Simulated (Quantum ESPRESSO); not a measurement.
CoO:

```
Co O
1.0
     2.85630    0.00000    0.00000
    -1.42815    2.47363    0.00000
     0.00000    0.00000    2.78761
Co O
1 1
Direct
  0.00000 0.00000 0.00000
  0.66667 0.33333 0.50000
```

Measurements of this composition are mostly on another form, of space group No. 225.

Base run:

| Quantity | Value |
| --- | --- |
| Program | Quantum ESPRESSO 7.5 |
| Functional | LDA |
| Potentials or basis | SSSP 1.3 efficiency PBE |
| Cutoff | 748 eV |
| Density cutoff | 5987 eV |
| k mesh | 11 × 11 × 10 |
| Occupations | fermi-dirac, width 0.05 eV |
| Spin | collinear spin, ferromagnetic start |
| Starting moments | [2.0, 0.0] μB |
| Hubbard terms | Co d U = 5 eV |

Its results: band gap on the k mesh none (metal or under the smearing width); pressure -16.0 GPa; net moment 3.00 μB per cell; site moments Co +2.61; O +0.30 μB.

Problem. The run is repeated on the same cell with these changes: hubbard terms from Co d U = 5 eV to Co d U = 8 eV. What comes out?

Solution. Band gap on the k mesh none (metal or under the smearing width); pressure -11.9 GPa; net moment 3.00 μB per cell; site moments Co +2.64; O +0.26 μB.

Caveats: the potentials were made for another functional, which shifts forces and pressure; a cell with one magnetic atom can't hold antiferromagnetic order, which such compounds often take.
